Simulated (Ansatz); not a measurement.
# Nickel, fcc under r²SCAN: testing the cold (Marzari-Vanderbilt) smearing

How small must the cold (Marzari-Vanderbilt) smearing width be for energy and pressure and moments to settle? The geometry was relaxed under r²SCAN beforehand and stays fixed; 7 values are run, from 0.01 to 1.0 eV. Wanted are the values from which on the energy stays within 10 and 1 meV/atom, and the pressure within 0.5 GPa, of the narrowest run. Within the series other settings stay, but some runs also write fields, which adds to their time. The moments start as that relaxation left them.

Computed with Ansatz 0.2.0 (DFT r²SCAN, plane waves with PAW, scalar-relativistic, unless a step says otherwise).

### Step 1. The structure to begin with

Symmetry: Fm-3m, No. 225, cubic system. Conventional cell: a = 3.476 Å, b = 3.476 Å, c = 3.476 Å, α = 90.00°, β = 90.00°, γ = 90.00°. Ni (site symmetry m-3m) has 12 Ni at 2.46 Å as nearest neighbours.

Coordinates:

```cif
data_structure
_symmetry_space_group_name_H-M 'P 1'
_symmetry_Int_Tables_number 1
_cell_length_a 2.4580
_cell_length_b 2.4580
_cell_length_c 2.4580
_cell_angle_alpha 60.000
_cell_angle_beta 60.000
_cell_angle_gamma 60.000
_cell_volume 10.50
loop_
_atom_site_label
_atom_site_type_symbol
_atom_site_fract_x
_atom_site_fract_y
_atom_site_fract_z
_atom_site_occupancy
Ni1 Ni 0.00000 0.00000 0.00000 1
```

The atoms start with moments of +0.81 μB.

### Step 2. Run at 0.01 eV

The run at 0.01 eV.

The input, input.yaml:

```yaml
crystal:
  lattice:
    - [0.0, 1.7380692641, 1.7380692641]
    - [1.7380692641, 0.0, 1.7380692641]
    - [1.7380692641, 1.7380692641, 0.0]
  atoms:
    - { symbol: Ni, position: [0.0, 0.0, 0.0], spin: 0.807 }
hamiltonian:
  xc: r2scan
  pseudopotentials:
    kind: paw
    azcp:
      Ni: "pseudopotentials/Ni.paw.azcp"
basis:
  ecutwfc: 500
  fft_grid_basis: typed
kpoints:
  mp_grid: { grid: [15, 15, 15], shift: [0, 0, 0] }
magnetization:
  spin_polarized: true
scf:
  occupations: { method: cold, width: 0.01 }
  lower_state_search: "off"
output:
  stress: true
```

Command:

```sh
$ ansatz run input.yaml --threads 2 --pin off --max-ram 5120MiB --backend cpu --events-out ev --progress --plain --runs-dir out
```

What it wrote (excerpt; [...] marks lines left out):

```text
Warning: RAYON_NUM_THREADS=2 ignored (pool sized by the plan → 2); use --threads N
[...]
Pseudopotentials: kind: paw
Pseudopotential: Ni, paw, valence charge 18, recommended cutoff 500 eV (meta_gga), <dir>
Functional definition: r2SCAN
[...]
Crystal: 1 atoms, lattice volume = 10.501 Å³
Basis set: ecut = 500 eV, 283 PW (Γ), exchange–correlation on 72×72×72 points (64 copies of the dense FFT grid, shifted against one another)
Bands: 14, of which v1, the nominal top of the filled ones, is band 9 counted from 1 (8 counted from 0)
Symmetry: 48 space group operations
Space group: Fm-3m (ITA 225), of the structure as read, at distance tolerance 2.2e-5 Å
Magnetic group: BNS 225.116 (UNI 1618), of the structure as read, at distance tolerance 2.2e-5 Å
k-points: 120 of 3375
[...]
Starting moments: Σ|m| = 0.807 μB on 1 of 1 site
[...]
SCF iter   1: F=—  HF=-5845.131174 eV  |F-HF|=—  |Δ(HF+E_count)|=         —  Δρ=2.79e-2 (↑2.79e-2 ↓1.88e-2)  dr2=7.68e-2  dr2_τ=7.50e-3  dr2_m=1.25e-2  M=0.684 μB ∫|m|=0.725 μB  β_m=0.30  ethr=4.32e-4  ⟨swp⟩=1.0  Hψ=22630  notcnv=0
[...]
spin-set hold released at iteration 6 (site moments contracting): the magnetisation degrees of freedom join the quasi-Newton model from the next iteration; the mixer history was flushed
[...]
SCF iter  34: F=-5845.291168 eV  HF=-5845.291168 eV  |F-HF|=1.82e-12  |Δ(HF+E_count)|=   2.57e-9  S|Δr|=    0.00e0  Δρ=9.30e-8 (↑9.30e-8 ↓6.13e-8)  dr2=6.12e-14  dr2_τ=6.56e-15  dr2_m=5.65e-13  M=0.727 μB ∫|m|=0.890 μB  ethr=2.37e-12  ⟨swp⟩=1.7  Hψ=10228  notcnv=0
[...]
this state was not tested for a lower state beside it, because cold or Methfessel-Paxton smearing, or corrected tetrahedra, fill the levels in a way that the test cannot read (fill_not_monotonic; see scf.lower_state_search)
SCF converged after 34 iterations
Magnetization: 0.7273 μB (9.3636 up, 8.6364 down)
Absolute magnetization: 0.8908 μB (∫|ρ↑−ρ↓|, with the PAW one-centre terms)
Spin contamination: 0.0189 ħ² per cell (⟨S²⟩ above its minimum at these occupations)
Per-site moments (μB) at R_I (Å): [(0.7923696730846034, 1.0139254643240434)]
Free energy (F): -5845.291168 eV
[...]
E sigma→0 (E₀):  -5845.291158 eV
Entropy (-TS):   -0.000028 eV (-0.028 meV/atom)
Fermi energy:    18.941000 eV
[...]
--- Stress (GPa, compression-positive) ---
        0.068333      -0.000000      -0.000000
       -0.000000       0.068333       0.000000
       -0.000000       0.000000       0.068333
  P = ⅓ Tr σ = 0.0683 GPa (0.683 kbar)
```

Run time: 4.8 s. Hardware: 2 threads of Intel Xeon Platinum 8488C (Sapphire Rapids), shared host; peak memory 0.35 GiB.

### Step 3. Run at 0.03 eV

The run at 0.03 eV.

input.yaml: that of step 2 with these lines changed.

```diff
@@ -21,3 +21,3 @@
 scf:
-  occupations: { method: cold, width: 0.01 }
+  occupations: { method: cold, width: 0.03 }
   lower_state_search: "off"
```

Command:

```sh
$ ansatz run input.yaml --threads 2 --pin off --max-ram 5120MiB --backend cpu --events-out ev --progress --plain --runs-dir out
```

What it wrote (excerpt; [...] marks lines left out):

```text
Warning: RAYON_NUM_THREADS=2 ignored (pool sized by the plan → 2); use --threads N
[...]
[... 3 set-up lines as earlier in the session ...]
[...]
Crystal: 1 atoms, lattice volume = 10.501 Å³
Basis set: ecut = 500 eV, 283 PW (Γ), exchange–correlation on 72×72×72 points (64 copies of the dense FFT grid, shifted against one another)
Bands: 14, of which v1, the nominal top of the filled ones, is band 9 counted from 1 (8 counted from 0)
[... 2 set-up lines as earlier in the session ...]
Magnetic group: BNS 225.116 (UNI 1618), of the structure as read, at distance tolerance 2.2e-5 Å
k-points: 120 of 3375
[...]
Starting moments: Σ|m| = 0.807 μB on 1 of 1 site
[...]
this state was not tested for a lower state beside it, because cold or Methfessel-Paxton smearing, or corrected tetrahedra, fill the levels in a way that the test cannot read (fill_not_monotonic; see scf.lower_state_search)
SCF converged after 21 iterations
Magnetization: 0.7293 μB (9.3646 up, 8.6354 down)
Absolute magnetization: 0.8925 μB (∫|ρ↑−ρ↓|, with the PAW one-centre terms)
Spin contamination: 0.0190 ħ² per cell (⟨S²⟩ above its minimum at these occupations)
Per-site moments (μB) at R_I (Å): [(0.7942948369543337, 1.0139254643240434)]
Free energy (F): -5845.291224 eV
[...]
E sigma→0 (E₀):  -5845.291197 eV
Entropy (-TS):   -0.000083 eV (-0.083 meV/atom)
Fermi energy:    18.942347 eV
[...]
--- Stress (GPa, compression-positive) ---
        0.089971      -0.000000      -0.000000
       -0.000000       0.089971      -0.000000
        0.000000       0.000000       0.089971
  P = ⅓ Tr σ = 0.0900 GPa (0.900 kbar)
```

Wall time 3.5 s (2 threads of Intel Xeon Platinum 8488C (Sapphire Rapids), shared host); peak memory 0.35 GiB.

### Step 4. Run at 0.1 eV

The run at 0.1 eV.

input.yaml: that of step 3 with these lines changed.

```diff
@@ -21,3 +21,3 @@
 scf:
-  occupations: { method: cold, width: 0.03 }
+  occupations: { method: cold, width: 0.1 }
   lower_state_search: "off"
```

Command:

```sh
$ ansatz run input.yaml --threads 2 --pin off --max-ram 5120MiB --backend cpu --events-out ev --progress --plain --runs-dir out
```

What it wrote (excerpt; [...] marks lines left out):

```text
Warning: RAYON_NUM_THREADS=2 ignored (pool sized by the plan → 2); use --threads N
[...]
[... 3 set-up lines as earlier in the session ...]
[...]
Crystal: 1 atoms, lattice volume = 10.501 Å³
Basis set: ecut = 500 eV, 283 PW (Γ), exchange–correlation on 72×72×72 points (64 copies of the dense FFT grid, shifted against one another)
Bands: 14, of which v1, the nominal top of the filled ones, is band 9 counted from 1 (8 counted from 0)
[... 2 set-up lines as earlier in the session ...]
Magnetic group: BNS 225.116 (UNI 1618), of the structure as read, at distance tolerance 2.2e-5 Å
k-points: 120 of 3375
[...]
Starting moments: Σ|m| = 0.807 μB on 1 of 1 site
[...]
this state was not tested for a lower state beside it, because cold or Methfessel-Paxton smearing, or corrected tetrahedra, fill the levels in a way that the test cannot read (fill_not_monotonic; see scf.lower_state_search)
SCF converged after 20 iterations
Magnetization: 0.7101 μB (9.3550 up, 8.6450 down)
Absolute magnetization: 0.8753 μB (∫|ρ↑−ρ↓|, with the PAW one-centre terms)
Spin contamination: 0.0187 ħ² per cell (⟨S²⟩ above its minimum at these occupations)
Per-site moments (μB) at R_I (Å): [(0.7756541836098194, 1.0139254643240434)]
Free energy (F): -5845.291674 eV
[...]
E sigma→0 (E₀):  -5845.291544 eV
Entropy (-TS):   -0.000387 eV (-0.387 meV/atom)
Fermi energy:    18.936916 eV
[...]
--- Stress (GPa, compression-positive) ---
       -0.094639       0.000000       0.000000
        0.000000      -0.094639       0.000000
        0.000000      -0.000000      -0.094639
  P = ⅓ Tr σ = -0.0946 GPa (-0.946 kbar)
```

It took 3.4 s on 2 threads of Intel Xeon Platinum 8488C (Sapphire Rapids), shared host; peak memory 0.35 GiB.

### Step 5. Run at 0.2 eV

The run at 0.2 eV.

input.yaml: that of step 4 with these lines changed.

```diff
@@ -21,3 +21,3 @@
 scf:
-  occupations: { method: cold, width: 0.1 }
+  occupations: { method: cold, width: 0.2 }
   lower_state_search: "off"
@@ -25 +25,5 @@
   stress: true
+  write_density: true
+  write_potential: true
+  elf: true
+  volumetric_format: npy
```

Command:

```sh
$ ansatz run input.yaml --threads 2 --pin off --max-ram 5120MiB --backend cpu --events-out ev --progress --plain --runs-dir out
```

What it wrote (excerpt; [...] marks lines left out):

```text
Warning: RAYON_NUM_THREADS=2 ignored (pool sized by the plan → 2); use --threads N
[...]
[... 3 set-up lines as earlier in the session ...]
[...]
Crystal: 1 atoms, lattice volume = 10.501 Å³
Basis set: ecut = 500 eV, 283 PW (Γ), exchange–correlation on 72×72×72 points (64 copies of the dense FFT grid, shifted against one another)
Bands: 14, of which v1, the nominal top of the filled ones, is band 9 counted from 1 (8 counted from 0)
[... 2 set-up lines as earlier in the session ...]
Magnetic group: BNS 225.116 (UNI 1618), of the structure as read, at distance tolerance 2.2e-5 Å
k-points: 120 of 3375
[...]
Starting moments: Σ|m| = 0.807 μB on 1 of 1 site
[...]
SCF converged after 18 iterations
Magnetization: 0.7086 μB (9.3543 up, 8.6457 down)
Absolute magnetization: 0.8739 μB (∫|ρ↑−ρ↓|, with the PAW one-centre terms)
Spin contamination: 0.0188 ħ² per cell (⟨S²⟩ above its minimum at these occupations)
Per-site moments (μB) at R_I (Å): [(0.7741721277526542, 1.0139254643240434)]
Free energy (F): -5845.291846 eV
[...]
E sigma→0 (E₀):  -5845.291499 eV
Entropy (-TS):   -0.001041 eV (-1.041 meV/atom)
Fermi energy:    18.924159 eV
[...]
--- Stress (GPa, compression-positive) ---
       -0.074923       0.000000      -0.000000
        0.000000      -0.074923       0.000000
       -0.000000       0.000000      -0.074923
  P = ⅓ Tr σ = -0.0749 GPa (-0.749 kbar)
--- Band table (eV; the first three rows and the last of 240) ---
  k-point 0 ↑: bands = ["-88.8813", "-47.6381", "-47.6381", "-47.6381", "9.1444", "15.8716", "15.8716", "15.8716", "17.2374", "17.2374", "43.4923", "47.9722", "47.9722", "47.9722"]
[...]
```

Wall time 3.8 s (2 threads of Intel Xeon Platinum 8488C (Sapphire Rapids), shared host); peak memory 0.36 GiB.

### Step 6. Run at 0.3 eV

The run at 0.3 eV.

input.yaml: that of step 5 with these lines changed.

```diff
@@ -21,3 +21,3 @@
 scf:
-  occupations: { method: cold, width: 0.2 }
+  occupations: { method: cold, width: 0.3 }
   lower_state_search: "off"
```

Command:

```sh
$ ansatz run input.yaml --threads 2 --pin off --max-ram 5120MiB --backend cpu --events-out ev --progress --plain --runs-dir out
```

What it wrote (excerpt; [...] marks lines left out):

```text
Warning: RAYON_NUM_THREADS=2 ignored (pool sized by the plan → 2); use --threads N
[...]
[... 3 set-up lines as earlier in the session ...]
[...]
Crystal: 1 atoms, lattice volume = 10.501 Å³
Basis set: ecut = 500 eV, 283 PW (Γ), exchange–correlation on 72×72×72 points (64 copies of the dense FFT grid, shifted against one another)
Bands: 14, of which v1, the nominal top of the filled ones, is band 9 counted from 1 (8 counted from 0)
[... 2 set-up lines as earlier in the session ...]
Magnetic group: BNS 225.116 (UNI 1618), of the structure as read, at distance tolerance 2.2e-5 Å
k-points: 120 of 3375
[...]
Starting moments: Σ|m| = 0.807 μB on 1 of 1 site
[...]
SCF converged after 18 iterations
Magnetization: 0.7160 μB (9.3580 up, 8.6420 down)
Absolute magnetization: 0.8812 μB (∫|ρ↑−ρ↓|, with the PAW one-centre terms)
Spin contamination: 0.0192 ħ² per cell (⟨S²⟩ above its minimum at these occupations)
Per-site moments (μB) at R_I (Å): [(0.7816650663905973, 1.0139254643240434)]
Free energy (F): -5845.293090 eV
[...]
E sigma→0 (E₀):  -5845.291410 eV
Entropy (-TS):   -0.005040 eV (-5.040 meV/atom)
Fermi energy:    18.924951 eV
[...]
--- Stress (GPa, compression-positive) ---
        0.109521      -0.000000      -0.000000
        0.000000       0.109521       0.000000
       -0.000000      -0.000000       0.109521
  P = ⅓ Tr σ = 0.1095 GPa (1.095 kbar)
--- Band table (eV; the first three rows and the last of 240) ---
  k-point 0 ↑: bands = ["-88.8856", "-47.6424", "-47.6424", "-47.6424", "9.1443", "15.8669", "15.8669", "15.8669", "17.2348", "17.2348", "43.4925", "47.9715", "47.9715", "47.9715"]
[...]
```

Run time: 3.9 s. Hardware: 2 threads of Intel Xeon Platinum 8488C (Sapphire Rapids), shared host; peak memory 0.36 GiB.

### Step 7. Run at 0.6 eV

The run at 0.6 eV.

input.yaml: that of step 6 with these lines changed.

```diff
@@ -21,3 +21,3 @@
 scf:
-  occupations: { method: cold, width: 0.3 }
+  occupations: { method: cold, width: 0.6 }
   lower_state_search: "off"
@@ -25,5 +25 @@
   stress: true
-  write_density: true
-  write_potential: true
-  elf: true
-  volumetric_format: npy
```

Command:

```sh
$ ansatz run input.yaml --threads 2 --pin off --max-ram 5120MiB --backend cpu --events-out ev --progress --plain --runs-dir out
```

What it wrote (excerpt; [...] marks lines left out):

```text
Warning: RAYON_NUM_THREADS=2 ignored (pool sized by the plan → 2); use --threads N
[...]
[... 3 set-up lines as earlier in the session ...]
[...]
Crystal: 1 atoms, lattice volume = 10.501 Å³
Basis set: ecut = 500 eV, 283 PW (Γ), exchange–correlation on 72×72×72 points (64 copies of the dense FFT grid, shifted against one another)
Bands: 14, of which v1, the nominal top of the filled ones, is band 9 counted from 1 (8 counted from 0)
[... 2 set-up lines as earlier in the session ...]
Magnetic group: BNS 225.116 (UNI 1618), of the structure as read, at distance tolerance 2.2e-5 Å
k-points: 120 of 3375
[...]
Starting moments: Σ|m| = 0.807 μB on 1 of 1 site
[...]
this state was not tested for a lower state beside it, because cold or Methfessel-Paxton smearing, or corrected tetrahedra, fill the levels in a way that the test cannot read (fill_not_monotonic; see scf.lower_state_search)
SCF converged after 14 iterations
Magnetization: 0.8040 μB (9.4020 up, 8.5980 down)
Absolute magnetization: 0.9906 μB (∫|ρ↑−ρ↓|, with the PAW one-centre terms)
Spin contamination: 0.0240 ħ² per cell (⟨S²⟩ above its minimum at these occupations)
Per-site moments (μB) at R_I (Å): [(0.878270724894181, 1.0139254643240434)]
Free energy (F): -5845.287611 eV
[...]
E sigma→0 (E₀):  -5845.304680 eV
Entropy (-TS):   0.051205 eV (51.205 meV/atom)
Fermi energy:    18.920294 eV
[...]
--- Stress (GPa, compression-positive) ---
        0.361385       0.000000       0.000000
        0.000000       0.361385       0.000000
        0.000000       0.000000       0.361385
  P = ⅓ Tr σ = 0.3614 GPa (3.614 kbar)
```

It took 2.5 s on 2 threads of Intel Xeon Platinum 8488C (Sapphire Rapids), shared host; peak memory 0.36 GiB.

### Step 8. Run at 1.0 eV

The run at 1.0 eV.

input.yaml: that of step 7 with these lines changed.

```diff
@@ -21,3 +21,3 @@
 scf:
-  occupations: { method: cold, width: 0.6 }
+  occupations: { method: cold, width: 1.0 }
   lower_state_search: "off"
```

Command:

```sh
$ ansatz run input.yaml --threads 2 --pin off --max-ram 5120MiB --backend cpu --events-out ev --progress --plain --runs-dir out
```

What it wrote (excerpt; [...] marks lines left out):

```text
Warning: RAYON_NUM_THREADS=2 ignored (pool sized by the plan → 2); use --threads N
[...]
[... 3 set-up lines as earlier in the session ...]
[...]
Crystal: 1 atoms, lattice volume = 10.501 Å³
Basis set: ecut = 500 eV, 283 PW (Γ), exchange–correlation on 72×72×72 points (64 copies of the dense FFT grid, shifted against one another)
Bands: 14, of which v1, the nominal top of the filled ones, is band 9 counted from 1 (8 counted from 0)
[... 2 set-up lines as earlier in the session ...]
Magnetic group: BNS 225.116 (UNI 1618), of the structure as read, at distance tolerance 2.2e-5 Å
k-points: 120 of 3375
[...]
Starting moments: Σ|m| = 0.807 μB on 1 of 1 site
[...]
this state was not tested for a lower state beside it, because cold or Methfessel-Paxton smearing, or corrected tetrahedra, fill the levels in a way that the test cannot read (fill_not_monotonic; see scf.lower_state_search)
SCF converged after 19 iterations
Magnetization: 0.9692 μB (9.4846 up, 8.5154 down)
Absolute magnetization: 1.1913 μB (∫|ρ↑−ρ↓|, with the PAW one-centre terms)
Spin contamination: 0.0291 ħ² per cell (⟨S²⟩ above its minimum at these occupations)
Per-site moments (μB) at R_I (Å): [(1.0586337870652498, 1.0139254643240434)]
Free energy (F): -5845.212518 eV
[...]
E sigma→0 (E₀):  -5845.299974 eV
Entropy (-TS):   0.262368 eV (262.368 meV/atom)
Fermi energy:    18.918216 eV
[...]
--- Stress (GPa, compression-positive) ---
       -0.879516       0.000000      -0.000000
       -0.000000      -0.879516       0.000000
        0.000000       0.000000      -0.879516
  P = ⅓ Tr σ = -0.8795 GPa (-8.795 kbar)
```

It took 3.6 s on 2 threads of Intel Xeon Platinum 8488C (Sapphire Rapids), shared host; peak memory 0.35 GiB.

### Step 9. All values side by side

Energies count from the run at 0.01 eV.

```
smearing (eV)  F (meV/atom)  E(σ → 0) (meV/atom)  P (GPa)  largest moment (μB)  SCF cycles  CPU time
         0.01          0.00                 0.00     0.07                0.792          34     8.8 s
         0.03         -0.06                -0.04     0.09                0.794          21     6.5 s
          0.1         -0.51                -0.39    -0.09                0.776          20     6.2 s
          0.2         -0.68                -0.34    -0.07                0.774          18     7.1 s
          0.3         -1.92                -0.25     0.11                0.782          18     7.2 s
          0.6          3.56               -13.52     0.36                0.878          14     4.6 s
          1.0         78.65                -8.82    -0.88                1.059          19     6.4 s
```

### Step 10. Outcome

| quantity | value |
| --- | --- |
| E(σ → 0) stays within 10 meV/atom of 0.01 eV | up to 0.3 eV |
| E(σ → 0) stays within 1 meV/atom | up to 0.3 eV |
| pressure stays within 0.5 GPa | up to 0.6 eV |
| pressure at 0.01 eV | 0.07 GPa |
| energy of a separate run on a finer mesh (25×25×25) | +0.9 meV/atom from 0.01 eV |

**Reading.** The far end, 1.0 eV, lies -8.8 meV/atom and -0.9 GPa from the yardstick. The free energy F moves by +78.7 meV/atom over the range, and the estimate for σ → 0 by -8.8. This scheme cancels the term in the square of the width, so F moves little up to 0.2 eV. The mesh (15×15×15) is fixed, so the narrowest widths carry a k-point error of their own. The largest moment goes from 0.79 μB at 0.01 eV to 1.06 μB at 1.0 eV. The yardstick itself is unsettled by 0.9 meV/atom against the finer mesh, so the thresholds above hold only within this series, and wider smearing, which averages over more states, can land nearer the fine-mesh value than the narrowest does. The cell taken over is 4 % smaller than the measured one (10.94 Å³/atom, COD).
